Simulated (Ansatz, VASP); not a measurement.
As in VASP and in Ansatz

File INCAR:

```
SYSTEM = As
  ALGO = Normal
  EDIFF = 1E-6
  EDIFFG = -0.04
  ENCUT = 600
  GGA = PE
  IBRION = 2
  ISIF = 3
  ISMEAR = 0
  LASPH = .True.
  LCHARG = .False.
  LREAL = .False.
  LWAVE = .False.
  NELM = 100
  NSW = 90
  PREC = Accurate
  SIGMA = 0.1
```

File KPOINTS:

```
k-points
0
Gamma
  4 4 8
  0 0 0
```

File POSCAR:

```
As
1.0
    6.4732979100      0.0000000000      0.0000000000
    0.0000000000      6.4732979100      0.0000000000
    0.0000000000      0.0000000000      2.3736579700
As
6
Direct
    0.1767953900      0.3232046100      0.0000000000
    0.3232046100      0.8232046100      0.0000000000
    0.8232046100      0.6767953900      0.0000000000
    0.6767953900      0.1767953900      0.0000000000
    0.0000000000      0.0000000000      0.0000000000
    0.5000000000      0.5000000000      0.0000000000
```

Input for Ansatz:

```yaml
crystal:
  lattice:
    - [6.47329791, 0.0, 0.0]
    - [0.0, 6.47329791, 0.0]
    - [0.0, 0.0, 2.37365797]
  atoms:
    - { symbol: As, position: [0.17679539, 0.32320461, 0.0] }
    - { symbol: As, position: [0.32320461, 0.82320461, 0.0] }
    - { symbol: As, position: [0.82320461, 0.67679539, 0.0] }
    - { symbol: As, position: [0.67679539, 0.17679539, 0.0] }
    - { symbol: As, position: [0.0, 0.0, 0.0] }
    - { symbol: As, position: [0.5, 0.5, 0.0] }
basis:
  ecutwfc: 420
kpoints:
  mp_grid: { grid: [4, 4, 8] }
hamiltonian:
  xc: pbe
scf:
  occupations: { method: gaussian, width: 0.1 }
  lower_state_search: "off"
output:
  forces: true
  stress: true
  eigenvalues: true
relax:
  adjacent_minimum: "off"
  f_tol: 0.04
  max_steps: 70
  cell: { stress_tol: 0.4 }
```

Alike in both runs: task relaxation of cell and atoms; functional PBE; k mesh 4 × 4 × 8; occupations gaussian, width 0.1 eV; no spin polarisation.

|  | VASP | Ansatz |
| --- | --- | --- |
| version | VASP 6.6.1 | Ansatz 0.2.0 |
| potentials or method | VASP PAW PBE potentials, release 64 (As) | scalar-relativistic, plane waves, PAW |
| plane-wave cutoff (eV) | 600 | 420 |
| valence electrons in the cell | 30 | 90 |

VASP gave:

```
gap on the k mesh at the Fermi level, each at its own relaxed structure (eV) : none
relaxed volume (Å³/atom)                                                     : 22.12
relaxed cell length with the largest relative difference (Å)                 : 2.788
energy change over the relaxation (meV/atom)                                 : -833
```

**Question.** What did Ansatz give for the same quantities?

**Answer.** gap on the k mesh at the Fermi level, each at its own relaxed structure (eV): none; relaxed volume (Å³/atom): 22.06; relaxed cell length with the largest relative difference (Å): 2.784; energy change over the relaxation (meV/atom): -813.

A gap of «none» marks a metal or a gap that the smearing closes. The two sets of potentials don't hold the same shells in valence.

Caveats: the volume moved by over 15 % at a fixed basis, so the end points are rough.
